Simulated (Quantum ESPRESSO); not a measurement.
**TiC under changes of volume**

One of the cells (10.158 Å³/atom); the others are scaled copies at fixed shape and fractional positions:

```
Ti C
1.0
     0.00000    2.16572    2.16572
     2.16572    0.00000    2.16572
     2.16572    2.16572    0.00000
Ti C
1 1
Cartesian
  0.0000 0.0000 0.0000
  2.1657 2.1657 2.1657
```

The cell is a database's computed one.

```yaml
Program: Quantum ESPRESSO 7.5
Functional: r2SCAN
Potentials_or_basis: SG15 PBE 1.2
Cutoff: 1197 eV
Density_cutoff: 4789 eV
k_mesh: 8 × 8 × 8
Occupations: fermi-dirac, width 0.05 eV
Spin: no spin polarisation
```

| volume (Å³/atom) | energy over the lowest point (meV/atom) | pressure (GPa) |
| --- | --- | --- |
| 9.548 | ? | ? |
| 9.752 | 12.48 | 10.8 |
| 9.955 | 2.58 | 4.8 |
| 10.158 | 0.00 | -0.7 |
| 10.361 | 4.05 | -5.7 |
| 10.564 | 14.12 | -10.2 |
| 10.767 | 29.63 | -14.3 |

Problem. What does the run at 9.548 Å³/atom give?

Solution. Energy over the lowest point 30.47 meV/atom; pressure 17.5 GPa.

Worked out: A Birch-Murnaghan fit of order 3 (a polynomial in V^(-2/3)) to the other rows has its minimum at 10.13 Å³/atom with B0 = V·E''(V) = 264 GPa and B' = 3.9. It gives 30.58 meV/atom at 9.548 Å³/atom, against the run's 30.47, and -dE/dV = 17.6 GPa, against 17.5.

Energies are extrapolated to zero smearing.

Caveats: the potentials were made for another functional, which shifts forces and pressure.
